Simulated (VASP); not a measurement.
Crystal: BN.

```
N B
1.0
     2.49824    0.00000    0.00000
    -1.24912    2.16354    0.00000
     0.00000    0.00000    6.63570
N B
2 2
Direct
  0.66667 0.33333 0.25000
  0.33333 0.66667 0.75000
  0.66667 0.33333 0.75000
  0.33333 0.66667 0.25000
```

Base run:

```yaml
Program: VASP 6.6.1
Functional: r2SCAN
Potentials_or_basis: VASP PAW PBE potentials, release 64 (N, B)
Cutoff: 520 eV
k_mesh: 12 × 12 × 4
Occupations: gaussian, width 0.02 eV
Spin: no spin polarisation
```

Its results: band gap on the k mesh 4.89 eV, indirect (least direct gap 5.32 eV).

Task: The run is repeated on the same cell with these changes: functional from r2SCAN to TB-mBJ. What comes out?

Result: Band gap on the k mesh 6.04 eV, indirect (least direct gap 6.41 eV).

A k mesh can miss the band edges.

Not every run made on this cell is shown here.
